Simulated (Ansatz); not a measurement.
SiC: frozen-core PAW against all-electron methods

```xyz
4
Lattice="3.0657 0.0000 0.0000 -1.5329 2.6550 0.0000 0.0000 0.0000 5.0311" Properties=species:S:1:pos:R:3 pbc="T T T"
Si    0.0000    1.7700    0.0000
Si    1.5329    0.8850    2.5156
C     0.0000    1.7700    1.9370
C     1.5329    0.8850    4.4525
```

Atom numbers follow the list: Si1, Si2, C3, C4.

The geometry is COD entry 9008875, unchecked; take it as a test cell. The listed cell was then made from it by scaling, straining or moving an atom.

Levels of theory: DFT, PBE, PAW with Ansatz's default frozen-core files, scalar-relativistic (Ansatz 0.2.0); DFT, PBE, all-electron PAW with datasets made for the crystal, scalar-relativistic (Ansatz 0.2.0); DFT, PBE, all-electron LAPW, scalar-relativistic (Ansatz 0.2.0).

For PAW: a Γ-centred 15×15×8 k mesh, Fermi–Dirac smearing of 0.08 eV, cutoff 420 eV, no spin polarisation. The crystal-made all-electron datasets (AE datasets) take a cutoff of 360 eV at this cell. LAPW targets a basis error of 1 meV/atom. The Ansatz runs share mesh, smearing and spin set-up. Plane-wave (PAW) pressures include the program's estimate of the Pulay term.

Stress and pressure are positive in compression.

The change that made this cell: volume scaled by 0.99.

| quantity | PAW | AE datasets | LAPW |
| --- | --- | --- | --- |
| pressure (GPa) | 6.03 | 6.03 | 6.04 |
| stress xx (GPa) | 7.79 | 7.78 | 7.79 |
| stress zz (GPa) | 2.50 | 2.54 | 2.54 |
| force on Si1, z (eV/Å) | 0.769 | 0.768 | 0.768 |
| force on C3, z (eV/Å) | -0.769 | -0.768 | -0.768 |
| band gap (eV) | 2.307 | 2.306 | 2.306 |

PAW's pressure differs from the LAPW value by about 0.01 GPa or less.
